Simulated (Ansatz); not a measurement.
# NaI under changes of volume

One of the cells (33.899 Å³/atom); the others are scaled copies at fixed shape and fractional positions:

```xyz
2
Lattice="0.0000 3.2364 3.2364 3.2364 0.0000 3.2364 3.2364 3.2364 0.0000" Properties=species:S:1:pos:R:3 pbc="T T T"
I     3.2364    3.2364    3.2364
Na    0.0000    0.0000    0.0000
```

| Item | Value |
| --- | --- |
| Program | Ansatz 0.2.0 |
| Functional | PBEsol |
| Potentials or basis | all-electron LAPW, scalar-relativistic |
| Cutoff | 146 eV (chosen from the basis error) |
| Basis error allowed | 0.0005 eV/atom |
| k mesh | 7 × 7 × 7 |
| Occupations | fermi-dirac, width 0.05 eV |
| Spin | no spin polarisation |

| volume (Å³/atom) | energy over the lowest point (meV/atom) | pressure (GPa) | gap on the mesh (eV) |
| --- | --- | --- | --- |
| 31.865 | 1.45 | 0.5 | 3.67 |
| 32.543 | 0.00 | 0.2 | 3.62 |
| 33.221 | 0.11 | -0.2 | 3.56 |
| 33.899 | 1.62 | -0.5 | 3.51 |
| 34.577 | 4.35 | -0.8 | 3.46 |
| 35.255 | ? | ? | ? |
| 35.933 | 12.99 | -1.2 | 3.37 |

Question: What does the run at 35.255 Å³/atom give?

Answer: Energy over the lowest point 8.19 meV/atom; pressure -1.0 GPa; gap on the mesh 3.42 eV.

Worked out: A Birch-Murnaghan fit of order 3 (a polynomial in V^(-2/3)) to the other rows has its minimum at 32.83 Å³/atom with B0 = V·E''(V) = 17.0 GPa and B' = 4.7. It gives 8.18 meV/atom at 35.255 Å³/atom, against the run's 8.19, and -dE/dV = -1.0 GPa, against -1.0. A straight line through the other rows of the gap, of slope -2.52 eV per unit of ln V (its deformation potential), gives 3.41 eV, against the run's 3.42.

Energies are extrapolated to zero smearing.

Caveats: spin-orbit coupling is left out, which moves the levels of the heavy elements.
